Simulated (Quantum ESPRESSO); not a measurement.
ZnS:

```xyz
2
Lattice="0.0000 2.7020 2.7020 2.7020 0.0000 2.7020 2.7020 2.7020 0.0000" Properties=species:S:1:pos:R:3 pbc="T T T"
Zn    4.0530    4.0530    4.0530
S     0.0000    0.0000    0.0000
```

Program: Quantum ESPRESSO 7.5. Alike in all runs: task dielectric tensor; potentials or basis SG15 PBE 1.2; no spin polarisation; cell as given; k mesh 6 × 6 × 6, shifted; cutoff (eV) 952; smearing fermi-dirac 0.05 eV.

**Question.** Order these runs on this cell by their pressure, lowest first.
A. level PBE
B. level BLYP
C. level WC

**Answer.** C (-1.7 GPa), A (1.7 GPa), B (4.7 GPa).

Caveats: the potentials were made for another functional, which shifts forces and pressure (some runs); the cell is more than 3 GPa from zero pressure, which shifts response properties (some runs).
